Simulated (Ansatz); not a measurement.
Crystal: TiSi2.

```
CELL_PARAMETERS angstrom
-1.47287 1.71213 4.21208
1.47287 -1.71213 4.21208
1.47287 1.71213 -4.21208
ATOMIC_POSITIONS crystal
Ti 0.00000 0.00000 0.00000
Si 0.67008 0.67008 0.00000
Si 0.32992 0.32992 0.00000
```

The cell comes from a database or a generator and needn't be the stable form of this composition.

| Property | Result |
| --- | --- |
| Program | Ansatz 0.2.0 |
| Task | single point |
| Functional | PBE |
| Potentials or basis | Ansatz PAW |
| Cutoff | 420 eV (not typed: the program's choice for these potentials) |
| k mesh | 12 × 12 × 12 |
| Occupations | fermi-dirac, width 0.05 eV |
| Spin | no spin polarisation |

On this cell: pressure 0.3 GPa; largest force 0.015 eV/Å; band gap on the k mesh none (metal or under the smearing width).

The same run follows on a disturbed copy (atoms moved at random, drawn with an rms of 0.05 Å):

```xyz
3
Lattice="-1.4729 1.7121 4.2121 1.4729 -1.7121 4.2121 1.4729 1.7121 -4.2121" Properties=species:S:1:pos:R:3 pbc="T T T"
Ti    0.0223   -0.0043   -0.0431
Si   -0.0024    0.0511    5.6305
Si   -0.0393    0.0282    2.7701
```

Task: What does the disturbed cell give?

Result: The energy (extrapolated to zero smearing) moves by +6.9 meV/atom; pressure 0.5 GPa; largest force 0.538 eV/Å; band gap on the k mesh none (metal or under the smearing width).

Forces in eV/Å, atoms in the order of the input:
```
Ti  -0.269  0.379  0.272
Si   0.043 -0.265 -0.111
Si   0.225 -0.113 -0.161
```

Stress tensor (GPa, compression positive):
```
 1.12 -0.09 -0.20
-0.09  0.49  0.07
-0.20  0.07  0.01
```
